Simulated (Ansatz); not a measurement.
## Fe (dhcp type) under strong compression

```xyz
4
Lattice="2.5350 0.0000 0.0000 -1.2675 2.1954 0.0000 0.0000 0.0000 8.6497" Properties=species:S:1:pos:R:3 pbc="T T T"
Fe    0.0000    0.0000    0.0000
Fe    0.0000    0.0000    4.3248
Fe    0.0000    1.4636    2.1624
Fe    1.2675    0.7318    6.4873
```

The cell comes from a relaxation on PAW files under the same functional, begun from a prototype that needn't be the stable phase.

Its volume is scaled, and at each volume shape and atoms are relaxed on PAW files; all methods then take that cell.

Level of theory: DFT with PBE, scalar-relativistic, in Ansatz 0.2.0; a Γ-centred 15×15×4 k mesh, Fermi–Dirac smearing of 0.08 eV, spin-polarised from start moments Fe1 2.5, Fe2 2.5, Fe3 2.5, Fe4 2.5 μB. LAPW: all electrons, basis error target 1 meV/atom; PAW: frozen-core files, cutoff 420 eV; crystal datasets: all electrons, by PAW datasets that the program makes for each cell; norm-conserving: pseudopotentials, cutoff 1225 eV; PAW (cutoff 300 eV): frozen-core files, cutoff 300 eV.

Energies are extrapolated to zero smearing and count from the unscaled cell; pressure is positive in compression; gaps take the mesh and a band path. No temperature or zero-point motion is included.

Other magnetic orders may lie lower.

| V/V0 | V (Å³/atom) | P LAPW (GPa) | ΔE LAPW (eV/atom) | P PAW − LAPW (GPa) | ΔE PAW − LAPW (meV/atom) | moment (μB/cell) | space group | shortest distance (Å) |
| --- | --- | --- | --- | --- | --- | --- | --- | --- |
| 1.00 | 12.03 | -0.03 | 0.000 | 0.04 | 0.0 | 10.28 | P6_3/mmc | 2.535 |
| 0.76 | 9.15 | 42.2 | 0.083 | 0.17 | -2.3 | 0.00 | P6_3/mmc | 2.338 |
| 0.68 | 8.18 | 107.2 | 0.512 | 0.16 | -1.3 | 0.00 | P6_3/mmc | ? |
| 0.45 | 5.42 | 741.7 | 6.310 | -1.42 | -8.7 | 0.00 | P6_3/mmc | 1.966 |

Problem. Fill in "shortest distance (Å)" for the row "0.68".

Solution. 2.253.

Problem. At the smallest volume, how far do crystal datasets and norm-conserving and PAW (cutoff 300 eV) lie from LAPW in pressure?

Solution. crystal datasets: 0.00 GPa; norm-conserving: -7.39 GPa; PAW (cutoff 300 eV): -17.18 GPa, on a LAPW pressure of 741.7 GPa.

Problem. How do the Löwdin populations by LAPW change from the unscaled cell to the last row?

Solution. Fe 3s 1.98 → 1.92, Fe 4s 0.98 → 0.74, Fe 3d 6.82 → 7.24 electrons an atom. These are projections on the shells that the free atoms fill; 0.87 e a cell lies outside them at the start and 0.46 e at the end.

Problem. Where is the magnetism lost?

Solution. By V/V0 = 0.76 (42.2 GPa) the moment has died away, since the bands widen under compression.
